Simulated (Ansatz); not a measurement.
TiO2, 6 atoms in the cell. Symmetry: P4_2/mnm, No. 136, tetragonal system. Conventional cell: a = 4.600 Å, b = 4.600 Å, c = 2.959 Å, α = 90.00°, β = 90.00°, γ = 90.00°. Around Ti (site symmetry mmm) lie 6 O at 1.95 to 1.98 Å. Around O (site symmetry m2m) lie 3 Ti at 1.95 to 1.98 Å. The cell is a database's computed one.

| Property | Result |
| --- | --- |
| Program | Ansatz 0.2.0 |
| Task | projected density of states |
| Functional | RPBE |
| Potentials or basis | Ansatz PAW |
| Cutoff | 420 eV (not typed: the program's choice for these potentials) |
| k mesh | 6 × 6 × 9 |
| Occupations | fermi-dirac, width 0.05 eV |
| Spin | no spin polarisation |

Potentials or basis: Ansatz PAW.

Run with:

```console
$ ansatz run input.yaml --threads 2 --pin off --max-ram 5632MiB --backend cpu --events-out ev --progress --plain --runs-dir out
```

Hardware: 2 threads of Intel(R) Xeon(R) Platinum 8488C (Sapphire Rapids), with other jobs on the host.

Q: Estimate the wall time of this run.

A: Run time: 8.1 s on 2 threads of Intel(R) Xeon(R) Platinum 8488C (Sapphire Rapids), on a shared host, peak memory 0.43 GiB. Counts: scf iterations 7, plane waves 1217, k points 50, bands 39.
